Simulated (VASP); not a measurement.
# ZnS (Wurtzite-2H) (P6_3mc) in VASP: settings compared, part 3 of 3

VASP 6.6.1. The steps go on from the part before.

## Step 5: Relaxation of cell and atoms, BEEF-vdW

The input, INCAR:

```
ALGO = Fast
EDIFF = 1E-7
EDIFFG = -0.005
ENCUT = 600
GGA = BF
IBRION = 2
ISIF = 3
ISMEAR = -1
LASPH = True
LCHARG = False
LREAL = False
LUSE_VDW = True
LWAVE = False
NELM = 60
NSW = 40
PREC = Accurate
SIGMA = 0.05
ZAB_VDW = -1.8867
```

The input, KPOINTS:

```
k-points
0
Gamma
  8 8 5
```

The input, POSCAR:

```
ZnS
1.0
    3.8110000000      0.0000000000      0.0000000000
   -1.9055000000      3.3004228138      0.0000000000
    0.0000000000      0.0000000000      6.2340000000
Zn S
2 2
Direct
    0.6666666667      0.3333333333      0.5000000000
    0.3333333333      0.6666666667      0.0000000000
    0.6666666667      0.3333333333      0.8850000000
    0.3333333333      0.6666666667      0.3850000000
```

Potentials or basis: VASP PAW PBE potentials, release 64 (Zn, S).

On the command line:

```console
cat potpaw_PBE.64/Zn/POTCAR potpaw_PBE.64/S/POTCAR > POTCAR
mpirun -np 1 vasp_std > vasp.out
```

OUTCAR:

```text
EDIFF = 1E-7
   EDIFFG = -0.005
   ENCUT = 600
   GGA = BF
   IBRION = 2
   ISIF = 3
   ISMEAR = -1
   LASPH = True
   LREAL = False
   NELM = 60
   NSW = 40
   PREC = Accurate

 ion  position               nearest neighbor table
   1  0.667  0.333  0.500-   4 2.31   4 2.31   4 2.31   3 2.40
   2  0.333  0.667  0.000-   3 2.31   3 2.31   3 2.31   4 2.40
   3  0.667  0.333  0.885-   2 2.31   2 2.31   2 2.31   1 2.40
   4  0.333  0.667  0.385-   1 2.31   1 2.31   1 2.31   2 2.40

  LATTYP: Found a hexagonal cell.
 ALAT       =     3.8110000000
 C/A-ratio  =     1.6357911309

  Lattice vectors:

 A1 = (   3.8110000000,   0.0000000000,   0.0000000000)
 A2 = (  -1.9055000000,   3.3004228138,   0.0000000000)
 A3 = (   0.0000000000,   0.0000000000,   6.2340000000)

Analysis of symmetry for initial positions (statically):
=====================================================================
 Subroutine PRICEL returns:
 Original cell was already a primitive cell.

 Routine SETGRP: Setting up the symmetry group for a
 hexagonal supercell.
[... 180 lines left out ...]

  FORCE on cell =-STRESS in cart. coord.  units (eV):
  Direction    XX          YY          ZZ          XY          YZ          ZX
  --------------------------------------------------------------------------------------
  -------------------------------------------------------------------------------------
  Total        2.1097503      2.1097503      1.1102657      0.0000000     -0.0000000      0.0000000
  in kB       43.1088384     43.1088384     22.6862215      0.0000000     -0.0000000      0.0000000
  external PRESSURE =      36.3012995 kB  Pullay stress =       0.0000000 kB
[... 307 lines left out ...]
--------------------------------------- Ionic step        9  -------------------------------------------

 number of electron      36.0000019 magnetization

 Free energy of the ion-electron system (eV)
  ---------------------------------------------------
  ext. energy  EPLUGINS =         0.00000000
  ---------------------------------------------------
  free energy    TOTEN  =        -4.50731889 eV

  energy without entropy =       -4.50731889  energy(sigma->0) =       -4.50731889

 E-fermi :   2.4893     XC(G=0):  -9.4703

 val. band max:        1.4925156225   @ k =   0.0000   0.0000   0.0000
 cond. band min:       3.6239102972   @ k =   0.0000   0.0000   0.0000
 fundamental gap:      2.1313946748
 Fermi energy:         2.4892536191

 k-point     1 :       0.0000    0.0000    0.0000
  band No.  band energies     occupation
      1     -11.3598      2.00000
      2     -10.5318      2.00000
      3      -4.8469      2.00000
      4      -4.8342      2.00000
      5      -4.8342      2.00000
      6      -4.7613      2.00000
[... 589 lines left out ...]
     21       7.0022      0.00000
     22       7.3610      0.00000

 [... further k-points ...]

------------------------ aborting loop because EDIFF is reached ----------------------------------------

  FORCE on cell =-STRESS in cart. coord.  units (eV):
  Direction    XX          YY          ZZ          XY          YZ          ZX
  --------------------------------------------------------------------------------------
  -------------------------------------------------------------------------------------
  Total        0.0087637      0.0087637      0.0138693      0.0000000     -0.0000000      0.0000000
  in kB        0.1709417      0.1709417      0.2705313      0.0000000     -0.0000000      0.0000000
  external PRESSURE =       0.2041382 kB  Pullay stress =       0.0000000 kB
[... 23 lines left out ...]
  energy  without entropy=       -4.5073188907  energy(sigma->0) =       -4.50731889

Total vdW correction in eV:      6.5047193

 reached required accuracy - stopping structural energy minimisation
```

OSZICAR:

```text
N       E                     dE             d eps       ncg     rms          rms(c)
DAV:   1     0.262350231701E+03    0.26235E+03   -0.19292E+04  1320   0.220E+03
DAV:   2     0.193396295850E+02   -0.24301E+03   -0.23611E+03  1356   0.409E+02
DAV:   3    -0.476645800052E+01   -0.24106E+02   -0.23946E+02  1572   0.126E+02
[... 117 lines left out ...]
RMM:   4    -0.450731836169E+01    0.72396E-06   -0.19723E-05  1363   0.408E-02    0.117E-02
RMM:   5    -0.450731905634E+01   -0.69465E-06   -0.55647E-06  1326   0.265E-02    0.322E-03
RMM:   6    -0.450731901434E+01    0.42001E-07   -0.15309E-06  1346   0.109E-02    0.140E-03
RMM:   7    -0.450731890629E+01    0.10805E-06   -0.60473E-07  1154   0.630E-03    0.136E-03
RMM:   8    -0.450731889077E+01    0.15520E-07   -0.20778E-07   777   0.454E-03
   9 F= -.45073189E+01 E0= -.45073189E+01  d E =-.300878E-04
```

CONTCAR:

```text
ZnS
   1.00000000000000
     3.8651807218121932    0.0000000000000000   -0.0000000000000000
    -1.9325903609060966    3.3473446952837973   -0.0000000000000000
    -0.0000000000000000    0.0000000000000000    6.3485996743708988
  Zn              S
     2     2
Direct
     0.6666666667000030    0.3333333332999970    0.5054941599701642
     0.3333333332999970    0.6666666667000030    0.0054941599701644
     0.6666666667000030    0.3333333332999970    0.8795058400298338
     0.3333333332999970    0.6666666667000030    0.3795058400298336

  0.00000000E+00  0.00000000E+00  0.00000000E+00
  0.00000000E+00  0.00000000E+00  0.00000000E+00
  0.00000000E+00  0.00000000E+00  0.00000000E+00
  0.00000000E+00  0.00000000E+00  0.00000000E+00
```

It took 21 min on 1 thread of AMD EPYC 7R43 (Zen 3), shared host; peak memory 0.46 GiB.

Results:

```
Free energy                            : -4.5073 eV
Relaxed volume                         : 20.53 Å³/atom
Relaxed cell                           : a = 3.865 Å, b = 3.865 Å, c = 6.349 Å, α = 90.00°, β = 90.00°, γ = 120.00°
Space group after relaxing (to 0.05 Å) : P6_3mc (No. 186)
Energy gained by relaxing              : 15.5 meV/atom
Ionic steps                            : 9
Pressure after relaxing                : 0.0 GPa
Band gap on the k mesh                 : 2.13 eV, direct
```

The path:
| step | energy change (eV) | largest force (eV/Å) | pressure (GPa) | volume (Å³) |
| --- | --- | --- | --- | --- |
| 1 | 0.0000 | 0.3348 | 3.63 | 78.41 |
| 2 | -0.0518 | 0.0885 | -1.07 | 83.56 |
| 3 | -0.0552 | 0.1321 | -0.22 | 82.47 |
| 4 | -0.0584 | 0.0831 | -0.09 | 82.30 |
| 5 | -0.0609 | 0.0223 | 0.18 | 81.97 |
| 6 | -0.0620 | 0.0120 | -0.01 | 82.20 |
| 7 | -0.0620 | 0.0121 | -0.02 | 82.18 |
| 8 | -0.0620 | 0.0126 | -0.01 | 82.18 |
| 9 | -0.0621 | 0.0015 | 0.02 | 82.14 |

Final structure:
```
CELL_PARAMETERS angstrom
3.86518 0.00000 0.00000
-1.93259 3.34734 0.00000
0.00000 0.00000 6.34860
ATOMIC_POSITIONS crystal
Zn 0.66667 0.33333 0.50549
Zn 0.33333 0.66667 0.00549
S 0.66667 0.33333 0.87951
S 0.33333 0.66667 0.37951
```

Caveat: the PAW data sets were made with another functional, which shifts forces and pressure a little.

## Step 6: Relaxation of cell and atoms, vdW-DF2

The input, INCAR:

```
SYSTEM = ZnS
AGGAC    = 0.0          
ALGO     = Normal         ! electronic algorithm
EDIFF    = 1E-6           ! SCF threshold, eV
EDIFFG   = -0.01          ! ionic threshold
ENCUT    = 600            ! plane-wave cutoff, eV
GGA      = ML             ! functional
IBRION   = 2              ! ionic algorithm
ISIF     = 3              ! what is computed and relaxed
ISMEAR   = -1             ! smearing method
LASPH    = .TRUE.         ! aspherical terms in the spheres
LCHARG   = .FALSE.        ! write CHGCAR
LREAL    = .FALSE.        ! projectors in reciprocal space
LUSE_VDW = .TRUE.       
LWAVE    = .FALSE.        ! write WAVECAR
NELM     = 80             ! most SCF steps
NSW      = 40             ! ionic steps
PREC     = Accurate       ! precision mode
SIGMA    = 0.05           ! smearing width, eV
ZAB_VDW  = -1.8867
```

The input, KPOINTS:

```
k-points
0
G
  8 8 5
  0 0 0
```

POSCAR is that of step 5.

Potentials or basis: VASP PAW PBE potentials, release 64 (Zn, S).

On the command line:

```console
cat potpaw_PBE.64/Zn/POTCAR potpaw_PBE.64/S/POTCAR > POTCAR
mpirun -np 1 vasp_std > vasp.out
```

Wall time 14 min (1 thread of AMD EPYC 7R43 (Zen 3), shared host); peak memory 0.45 GiB.

It converged, with:

```yaml
Free_energy: -3.5096 eV
Relaxed_volume: 21.63 Å³/atom
Relaxed_cell: a = 3.931 Å, b = 3.931 Å, c = 6.464 Å, α = 90.00°, β = 90.00°, γ = 120.00°
Space_group_after_relaxing_to_0.05_Å: P6_3mc (No. 186)
Energy_gained_by_relaxing: 49.1 meV/atom
Ionic_steps: 9
Pressure_after_relaxing: 0.0 GPa
Largest_force_after_relaxing: 0.003 eV/Å
Band_gap_on_the_k_mesh: 1.59 eV, direct
```

Forces in eV/Å, atoms in the order of the input:
```
Zn   0.000  0.000  0.003
Zn   0.000  0.000  0.003
S    0.000  0.000 -0.003
S    0.000  0.000 -0.003
```

The path:
```csv
step,energy change (eV),largest force (eV/Å),pressure (GPa),volume (Å³)
1,0.0000,0.3590,7.50,78.41
2,-0.1764,0.0776,-1.57,89.29
3,-0.1895,0.1216,-0.04,86.77
4,-0.1895,0.1180,-0.15,86.94
5,-0.1926,0.0873,-0.17,86.89
6,-0.1964,0.0069,-0.11,86.77
7,-0.1964,0.0063,-0.08,86.75
8,-0.1964,0.0035,-0.10,86.75
9,-0.1965,0.0033,0.02,86.50
```

Final structure:
```
CELL_PARAMETERS angstrom
3.93099 0.00000 0.00000
-1.96550 3.40434 0.00000
0.00000 0.00000 6.46387
ATOMIC_POSITIONS crystal
Zn 0.66667 0.33333 0.50551
Zn 0.33333 0.66667 0.00551
S 0.66667 0.33333 0.87949
S 0.33333 0.66667 0.37949
```

Levels at points of the mesh, in eV from the valence-band top:
```
           k point  band 15  band 16  band 17  band 18  band 19  band 20  band 21  band 22
(0.00, 0.00, 0.00)    -0.74    -0.08     0.00     0.00     1.59     2.86     6.39     6.39
(0.50, 0.00, 0.00)    -2.79    -1.86    -1.40    -0.74     3.68     3.87     5.17     6.87
```

Caveat: the PAW data sets were made with another functional, which shifts forces and pressure a little; the volume moved by +10 % from the deposited cell, more than functionals usually miss. Zero-point motion and thermal expansion aren't in these numbers.

## Step 7: For comparison

An earlier run on the cell as given: functional PBEsol; potentials or basis VASP PAW PBE potentials, release 64 (Zn, S); cutoff 520 eV; k mesh 8 × 8 × 5; occupations fermi-dirac, width 0.05 eV; no spin polarisation.

- Pressure: -1.1 GPa
- Largest force: 0.309 eV/Å
- Band gap on the k mesh: 2.12 eV, direct

## Step 8: Summary

| task | level | cell | cutoff (eV) | smearing | ladder | gap on the mesh (eV) | pressure (GPa) | relaxed volume (Å³/atom) | largest force (eV/Å) |
| --- | --- | --- | --- | --- | --- | --- | --- | --- | --- |
| single point | PBE | as given | 520 | gaussian 0.017 eV | - | 2.25 | 2.5 | - | 0.32 |
| relaxation of cell and atoms | vdW-DF | relaxed | 600 | fermi-dirac 0.05 eV | - | 1.94 | 0.0 | 21.23 | - |
| relaxation of cell and atoms | optPBE-vdW | relaxed | 600 | fermi-dirac 0.05 eV | - | 2.02 | 0.0 | 20.47 | - |
| relaxation of cell and atoms | BEEF-vdW | relaxed | 600 | fermi-dirac 0.05 eV | - | 2.13 | 0.0 | 20.53 | - |
| relaxation of cell and atoms | vdW-DF2 | relaxed | 600 | fermi-dirac 0.05 eV | - | 1.59 | 0.0 | 21.63 | - |
| single point | PBEsol | as given | 520 | fermi-dirac 0.05 eV | free | 2.12 | -1.1 | - | 0.31 |

Alike in all rows: potentials or basis VASP PAW PBE potentials, release 64 (Zn, S); no spin polarisation; k mesh 8 × 8 × 5.

Caveats: the PAW data sets were made with another functional, which shifts forces and pressure a little (some runs); the volume moved by +10 % from the deposited cell, more than functionals usually miss (some runs).

Absolute energies hang on the potentials; compare differences alone.

## Step 9: Against experiment

Step 2. A measured gap of ZnS is 3.911 eV (direct; 4 K; a printed reference work, monograph); the calculated 2.25 eV misses it by -1.66 eV. The value is that of PBE, without temperature or zero-point motion. Semilocal functionals fall short of measured gaps as a rule.
